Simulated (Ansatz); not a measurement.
Crystal: Si2Ni.

```
Ni Si
1.0
     0.00000    2.70300    2.70300
     2.70300    0.00000    2.70300
     2.70300    2.70300    0.00000
Ni Si
1 2
Cartesian
  0.0000 0.0000 0.0000
  4.0545 4.0545 4.0545
  1.3515 1.3515 1.3515
```

Base run:

* Program: Ansatz 0.2.0
* Functional: LDA
* Potentials or basis: Ansatz PAW
* Cutoff: 420 eV (not typed: the program's choice for these potentials)
* k mesh: 9 × 9 × 9
* Occupations: gaussian, width 0.05 eV
* Spin: collinear spin, ferromagnetic start
* Starting moments: [1.0, 0.0, 0.0] μB

Its results: band gap on the k mesh none (metal or under the smearing width); pressure -4.2 GPa; net moment 0.00 μB per cell.

Problem. The run is repeated on the same cell with these changes: functional from LDA to RPBE; occupations from gaussian, width 0.05 eV to gaussian, width 0.02 eV. What comes out?

Solution. Band gap on the k mesh none (metal or under the smearing width); pressure 6.8 GPa; net moment 0.00 μB per cell.

Caveats: the PAW data sets come from PBE, with cores solved anew for the run's functional, which leaves a small shift of forces and pressure; the starting moments weren't kept.
